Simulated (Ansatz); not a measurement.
Calcium (omega (AlB2-type)) across density functionals

All rows: Ansatz, plane waves with scalar-relativistic PAW, 420 eV (500 eV for the SCAN forms), relaxed under each functional, no dispersion correction, no zero-point motion. B₀ comes from uniform scaling at fixed shape; a dash is a value not given.

```
functional  V (Å³/atom)                                    cell  B₀ (GPa)     magnetic state  ΔE to fcc (meV/atom)
    r²SCAN        43.60  a = 6.334 Å, c = 3.764 Å (c/a = 0.594)        18  spin not included                    52
    PBEsol        41.09  a = 6.201 Å, c = 3.701 Å (c/a = 0.597)        17  spin not included                    55
       LDA        38.45  a = 6.067 Å, c = 3.619 Å (c/a = 0.596)        18  spin not included                    58
    revPBE        44.49  a = 6.365 Å, c = 3.804 Å (c/a = 0.598)        16  spin not included                    51
      RPBE        44.98  a = 6.387 Å, c = 3.820 Å (c/a = 0.598)        16  spin not included                    51
      BLYP        43.13  a = 6.295 Å, c = 3.770 Å (c/a = 0.599)        15  spin not included                    52
```

(1) What does PBE give?

Results:

(1) V (Å³/atom): 42.71; cell: a = 6.283 Å, c = 3.748 Å (c/a = 0.597); B₀ (GPa): 17; magnetic state: spin not included; ΔE to fcc (meV/atom): 53.
